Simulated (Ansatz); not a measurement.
**P: strain energy, fitted**

P, Pm-3m, a = 2.422 Å. This isn't the element's structure at ambient conditions. Ansatz: PBEsol, PAW, 420 eV, Γ-centred 22×22×22 mesh on 1 atom, Gaussian smearing 0.10 eV; no spin polarisation. Series: biaxial strain in the a-b plane, c and atoms relaxed; x is the strain in per cent. y is the free energy over the unstrained cell, V0 = 14.201 Å³/atom.

| x (%) | y (meV/atom) |
| --- | --- |
| -3.0 | ? |
| -2.0 | 13.20 |
| -1.0 | 3.16 |
| 0.0 | 0.00 |
| 1.0 | 3.34 |
| 2.0 | 12.59 |
| 3.0 | 26.77 |

Fit y = c2 x² + c3 x³ to the other rows, turn c2 into a modulus, and predict the missing energy.

Least squares on the rows shown. y = 3.1876 x² − 0.065760 x³. In eV per unit strain² c2 is 31.88; M is the biaxial modulus (E = M V0 ε²): 31.88 × 160.2 / (14.201) = 360 GPa. The unstrained cell keeps some stress along the strain, worth a slope of 0.17 meV/atom per %, which the form leaves out. With a term in x⁴ added, the coefficient of x² becomes 3.324, 4 % more, which shows how far this figure hangs on the form. At x = -3.0 the fit asked for gives 30.46 meV/atom. The run gave 30.33 meV/atom, so the fit is 0.13 meV/atom too high, within the rms miss on the fitted rows (0.21 meV/atom).

Cost: 7 runs of about 4.3 core-minutes in all, on Arm Neoverse V1 (shared hosts).